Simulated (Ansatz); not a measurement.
**Titanium, hcp under r²SCAN: convergence with the plane-wave cutoff, part 1 of 2**

Aim: find which plane-wave cutoff is enough for energy and pressure. The geometry was relaxed under r²SCAN beforehand and stays fixed; 9 values are run, from 150 to 800 eV. Wanted are the values from which on the energy stays within 10 and 1 meV/atom, and the pressure within 0.5 GPa, of the last run. Within the series other settings stay, but some runs also write fields, which adds to their time. Spin polarisation is left out.

Program: Ansatz 0.2.0. Level of theory: DFT r²SCAN, plane waves with PAW, scalar-relativistic. These are calculated values, not measurements.

### Step 1. Starting point

It takes space group P6_3/mmc (No. 194, hexagonal). Conventional cell: a = 2.936 Å, b = 2.936 Å, c = 4.642 Å, α = 90.00°, β = 90.00°, γ = 120.00°. Around Ti (site symmetry -6m2) lie 12 Ti at 2.87 to 2.94 Å.

As a file:

```cif
data_structure
_symmetry_space_group_name_H-M 'P6_3/mmc'
_symmetry_Int_Tables_number 194
_cell_length_a 2.9359
_cell_length_b 2.9359
_cell_length_c 4.6416
_cell_angle_alpha 90.000
_cell_angle_beta 90.000
_cell_angle_gamma 120.000
_cell_volume 34.65
loop_
_atom_site_label
_atom_site_type_symbol
_atom_site_symmetry_multiplicity
_atom_site_Wyckoff_symbol
_atom_site_fract_x
_atom_site_fract_y
_atom_site_fract_z
_atom_site_occupancy
Ti1 Ti 2 c 0.33333 0.66667 0.25000 1
```

### Step 2. The usual settings first

input.yaml reads:

```yaml
crystal:
  lattice:
    - [2.9358559451, 0.0, 0.0]
    - [-1.4679279726, 2.5425258303, 0.0]
    - [0.0, 0.0, 4.6416239676]
  atoms:
    - { symbol: Ti, position: [0.3333333333, 0.6666666667, 0.25] }
    - { symbol: Ti, position: [0.6666666667, 0.3333333333, 0.75] }
hamiltonian:
  xc: r2scan
  pseudopotentials:
    kind: paw
    azcp:
      Ti: "pseudopotentials/Ti.paw.azcp"
basis:
  ecutwfc: 500
  fft_grid_basis: typed
kpoints:
  mp_grid: { grid: [20, 20, 11], shift: [0, 0, 0] }
magnetization:
  spin_polarized: false
scf:
  occupations: { method: fermi_dirac, width: 0.1 }
  lower_state_search: "off"
output:
  stress: true
```

Launch:

```bash
ansatz run input.yaml --threads 1 --pin off --max-ram 3584MiB --backend cpu --events-out ev --progress --plain --runs-dir out
```

Standard output, shortened:

```text
[...]
Pseudopotentials: kind: paw
Pseudopotential: Ti, paw, valence charge 12, recommended cutoff 500 eV (meta_gga), <dir>
Functional definition: r2SCAN
[...]
Crystal: 2 atoms, lattice volume = 34.647 Å³
Basis set: ecut = 500 eV, 881 PW (Γ), exchange–correlation on 96×96×144 points (64 copies of the dense FFT grid, shifted against one another)
Bands: 16, of which v1, the nominal top of the filled ones, is band 12 counted from 1 (11 counted from 0)
Symmetry: 24 space group operations
Space group: P63/mmc (ITA 194), of the structure as read, at distance tolerance 3.3e-5 Å
k-points: 264 of 4400
[...]
SCF iter   1: F=-5008.721934 eV  HF=-5008.725032 eV  |F-HF|=3.10e-3  |Δ(HF+E_count)|=         —  Δρ=1.63e-2  dr2=8.19e-2  dr2_τ=1.56e-2  ethr=1.77e-3  ⟨swp⟩=3.5  Hψ=18756  notcnv=0
[...]
SCF iter   6: F=-5008.769959 eV  HF=-5008.769959 eV  |F-HF|=1.74e-10  |Δ(HF+E_count)|=   5.34e-8  Δρ=4.91e-6  dr2=4.50e-9  dr2_τ=3.91e-10  ethr=4.17e-10  ⟨swp⟩=4.0  Hψ=12883  notcnv=0
[...]
SCF converged after 6 iterations
Free energy (F): -5008.769959 eV
[...]
E sigma→0 (E₀):  -5008.737545 eV
Entropy (-TS):   -0.064828 eV (-32.414 meV/atom)
Fermi energy:    13.437795 eV
[...]
--- Stress (GPa, compression-positive) ---
        0.017110       0.000000       0.000000
        0.000000       0.017110       0.000000
        0.000000       0.000000      -0.021688
  P = ⅓ Tr σ = 0.0042 GPa (0.042 kbar)
```

Run time: 18 s. Hardware: 1 thread of Intel Xeon Platinum 8259CL at 2.50GHz (Skylake/Cascade Lake), shared host; peak memory 0.71 GiB.

### Step 3. Cutoff 150 eV

The run at 150 eV.

input.yaml: that of step 2 with these lines changed.

```diff
@@ -15,6 +15,6 @@
 basis:
-  ecutwfc: 500
+  ecutwfc: 150
   fft_grid_basis: typed
 kpoints:
-  mp_grid: { grid: [20, 20, 11], shift: [0, 0, 0] }
+  mp_grid: { grid: [12, 12, 7], shift: [0, 0, 0] }
 magnetization:
```

Launch:

```bash
ansatz run input.yaml --threads 1 --pin off --max-ram 3584MiB --backend cpu --events-out ev --progress --plain --runs-dir out
```

Standard output, shortened:

```text
Warning: basis.ecutwfc = 150 eV is below the records' recommended 500 eV, and the density's cutoff is lower with it unless basis.ecutrho_ratio is high enough to keep the records' density cutoff: compare with a run at a higher cutoff
[...]
[... 3 set-up lines as earlier in the session ...]
[...]
Crystal: 2 atoms, lattice volume = 34.647 Å³
Basis set: ecut = 150 eV, 135 PW (Γ), exchange–correlation on 48×48×80 points (64 copies of the dense FFT grid, shifted against one another)
Bands: 16, of which v1, the nominal top of the filled ones, is band 12 counted from 1 (11 counted from 0)
[... 2 set-up lines as earlier in the session ...]
k-points: 76 of 1008
[...]
SCF iter   1: F=-4955.743813 eV  HF=-4970.187164 eV  |F-HF|=1.44e1  |Δ(HF+E_count)|=         —  Δρ=2.52e-1  dr2=1.42e1  dr2_τ=2.10e0  ethr=1.77e-3  ⟨swp⟩=3.1  Hψ=5228  notcnv=0
[...]
SCF iter   7: F=-4961.403597 eV  HF=-4961.403597 eV  |F-HF|=2.63e-9  |Δ(HF+E_count)|=   2.22e-7  Δρ=3.62e-6  dr2=4.06e-9  dr2_τ=2.39e-10  ethr=4.17e-10  ⟨swp⟩=4.0  Hψ=3701  notcnv=0
[...]
SCF converged after 7 iterations
Free energy (F): -4961.403597 eV
[...]
E sigma→0 (E₀):  -4961.363039 eV
Entropy (-TS):   -0.081115 eV (-40.557 meV/atom)
Fermi energy:    13.919995 eV
[...]
--- Stress (GPa, compression-positive) ---
      -20.295927      -0.000000       0.000000
        0.000000     -20.295927       0.000000
        0.000000       0.000000     -32.482917
  P = ⅓ Tr σ = -24.3583 GPa (-243.583 kbar)
```

It took 2 s on 1 thread of Intel Xeon Platinum 8259CL at 2.50GHz (Skylake/Cascade Lake), shared host; peak memory 0.47 GiB.

### Step 4. Cutoff 200 eV

The run at 200 eV.

input.yaml: that of step 3 with these lines changed.

```diff
@@ -15,3 +15,3 @@
 basis:
-  ecutwfc: 150
+  ecutwfc: 200
   fft_grid_basis: typed
@@ -26 +26,5 @@
   stress: true
+  write_density: true
+  write_potential: true
+  elf: true
+  volumetric_format: npy
```

Launch:

```bash
ansatz run input.yaml --threads 1 --pin off --max-ram 3584MiB --backend cpu --events-out ev --progress --plain --runs-dir out
```

Standard output, shortened:

```text
Warning: basis.ecutwfc = 200 eV is below the records' recommended 500 eV, and the density's cutoff is lower with it unless basis.ecutrho_ratio is high enough to keep the records' density cutoff: compare with a run at a higher cutoff
[...]
[... 3 set-up lines as earlier in the session ...]
[...]
Crystal: 2 atoms, lattice volume = 34.647 Å³
Basis set: ecut = 200 eV, 233 PW (Γ), exchange–correlation on 60×60×96 points (64 copies of the dense FFT grid, shifted against one another)
Bands: 16, of which v1, the nominal top of the filled ones, is band 12 counted from 1 (11 counted from 0)
[... 2 set-up lines as earlier in the session ...]
k-points: 76 of 1008
[...]
SCF iter   1: F=-4997.409576 eV  HF=-4999.464968 eV  |F-HF|=2.06e0  |Δ(HF+E_count)|=         —  Δρ=9.35e-2  dr2=1.75e0  dr2_τ=4.02e-1  ethr=1.77e-3  ⟨swp⟩=3.1  Hψ=5043  notcnv=0
[...]
SCF iter   7: F=-4998.512854 eV  HF=-4998.512854 eV  |F-HF|=1.78e-8  |Δ(HF+E_count)|=   5.25e-8  Δρ=9.38e-6  dr2=3.39e-8  dr2_τ=7.25e-10  ethr=4.17e-10  ⟨swp⟩=7.0  Hψ=6818  notcnv=0
[...]
SCF converged after 7 iterations
Free energy (F): -4998.512854 eV
[...]
E sigma→0 (E₀):  -4998.482170 eV
Entropy (-TS):   -0.061368 eV (-30.684 meV/atom)
Fermi energy:    13.507934 eV
[...]
--- Stress (GPa, compression-positive) ---
       10.350637       0.000000       0.000000
        0.000000      10.350637       0.000000
        0.000000       0.000000      10.449433
  P = ⅓ Tr σ = 10.3836 GPa (103.836 kbar)
--- Band table (eV; the first three rows and the last of 76) ---
  k-point 0: bands = ["-47.4050", "-47.2710", "-22.2972", "-21.8095", "-21.7162", "-21.7162", "-21.6041", "-21.6041", "6.7216", "10.5400", "14.0493", "14.2146", "14.2549", "14.2549", "14.8869", "14.8869"]
[...]
```

It took 4.4 s on 1 thread of Intel Xeon Platinum 8259CL at 2.50GHz (Skylake/Cascade Lake), shared host; peak memory 0.49 GiB.

### Step 5. Cutoff 250 eV

The run at 250 eV.

input.yaml: that of step 4 with these lines changed.

```diff
@@ -15,3 +15,3 @@
 basis:
-  ecutwfc: 200
+  ecutwfc: 250
   fft_grid_basis: typed
```

Launch:

```bash
ansatz run input.yaml --threads 1 --pin off --max-ram 3584MiB --backend cpu --events-out ev --progress --plain --runs-dir out
```

Standard output, shortened:

```text
Warning: basis.ecutwfc = 250 eV is below the records' recommended 500 eV, and the density's cutoff is lower with it unless basis.ecutrho_ratio is high enough to keep the records' density cutoff: compare with a run at a higher cutoff
[...]
[... 3 set-up lines as earlier in the session ...]
[...]
Crystal: 2 atoms, lattice volume = 34.647 Å³
Basis set: ecut = 250 eV, 311 PW (Γ), exchange–correlation on 64×64×96 points (64 copies of the dense FFT grid, shifted against one another)
Bands: 16, of which v1, the nominal top of the filled ones, is band 12 counted from 1 (11 counted from 0)
[... 2 set-up lines as earlier in the session ...]
k-points: 76 of 1008
[...]
SCF iter   1: F=-5006.742196 eV  HF=-5007.016600 eV  |F-HF|=2.74e-1  |Δ(HF+E_count)|=         —  Δρ=3.57e-2  dr2=2.74e-1  dr2_τ=6.94e-2  ethr=1.77e-3  ⟨swp⟩=3.2  Hψ=5333  notcnv=0
[...]
SCF iter   6: F=-5006.946810 eV  HF=-5006.946810 eV  |F-HF|=1.72e-8  |Δ(HF+E_count)|=   1.51e-6  Δρ=1.46e-5  dr2=4.05e-8  dr2_τ=5.89e-9  ethr=4.17e-10  ⟨swp⟩=4.6  Hψ=6819  notcnv=0
[...]
SCF converged after 6 iterations
Free energy (F): -5006.946810 eV
[...]
E sigma→0 (E₀):  -5006.913884 eV
Entropy (-TS):   -0.065852 eV (-32.926 meV/atom)
Fermi energy:    13.394022 eV
[...]
--- Stress (GPa, compression-positive) ---
       -2.777379      -0.000000       0.000000
        0.000000      -2.777379       0.000000
        0.000000       0.000000      -2.300179
  P = ⅓ Tr σ = -2.6183 GPa (-26.183 kbar)
--- Band table (eV; the first three rows and the last of 76) ---
  k-point 0: bands = ["-46.2013", "-46.0560", "-21.6352", "-21.0039", "-21.0039", "-20.9300", "-20.9300", "-20.9122", "6.7432", "10.5592", "14.0585", "14.2679", "14.2679", "14.4380", "14.7268", "14.7268"]
[...]
```

It took 3 s on 1 thread of Intel Xeon Platinum 8259CL at 2.50GHz (Skylake/Cascade Lake), shared host; peak memory 0.51 GiB.

### Step 6. Cutoff 300 eV

The run at 300 eV.

input.yaml: that of step 5 with these lines changed.

```diff
@@ -15,3 +15,3 @@
 basis:
-  ecutwfc: 250
+  ecutwfc: 300
   fft_grid_basis: typed
```

Launch:

```bash
ansatz run input.yaml --threads 1 --pin off --max-ram 3584MiB --backend cpu --events-out ev --progress --plain --runs-dir out
```

Standard output, shortened:

```text
Warning: basis.ecutwfc = 300 eV is below the records' recommended 500 eV, and the density's cutoff is lower with it unless basis.ecutrho_ratio is high enough to keep the records' density cutoff: compare with a run at a higher cutoff
[...]
[... 3 set-up lines as earlier in the session ...]
[...]
Crystal: 2 atoms, lattice volume = 34.647 Å³
Basis set: ecut = 300 eV, 391 PW (Γ), exchange–correlation on 72×72×108 points (64 copies of the dense FFT grid, shifted against one another)
Bands: 16, of which v1, the nominal top of the filled ones, is band 12 counted from 1 (11 counted from 0)
[... 2 set-up lines as earlier in the session ...]
k-points: 76 of 1008
[...]
SCF iter   1: F=-5008.470480 eV  HF=-5008.506880 eV  |F-HF|=3.64e-2  |Δ(HF+E_count)|=         —  Δρ=1.93e-2  dr2=1.02e-1  dr2_τ=2.15e-2  ethr=1.77e-3  ⟨swp⟩=3.3  Hψ=5330  notcnv=0
[...]
SCF iter   6: F=-5008.538874 eV  HF=-5008.538874 eV  |F-HF|=1.09e-8  |Δ(HF+E_count)|=   6.23e-7  Δρ=8.19e-6  dr2=1.62e-8  dr2_τ=1.18e-9  ethr=4.17e-10  ⟨swp⟩=7.9  Hψ=7566  notcnv=0
[...]
SCF converged after 6 iterations
Free energy (F): -5008.538874 eV
[...]
E sigma→0 (E₀):  -5008.506350 eV
Entropy (-TS):   -0.065047 eV (-32.524 meV/atom)
Fermi energy:    13.424373 eV
[...]
--- Stress (GPa, compression-positive) ---
       -0.562730       0.000000       0.000000
        0.000000      -0.562730       0.000000
        0.000000       0.000000      -0.604751
  P = ⅓ Tr σ = -0.5767 GPa (-5.767 kbar)
--- Band table (eV; the first three rows and the last of 76) ---
  k-point 0: bands = ["-45.8656", "-45.7228", "-21.4097", "-20.7414", "-20.7414", "-20.6624", "-20.6308", "-20.6308", "6.7873", "10.5771", "14.0339", "14.3094", "14.3094", "14.4451", "14.8713", "14.8713"]
[...]
```

Wall time 4.5 s (1 thread of Intel Xeon Platinum 8259CL at 2.50GHz (Skylake/Cascade Lake), shared host); peak memory 0.52 GiB.

(Continued in part 2 of 2.)
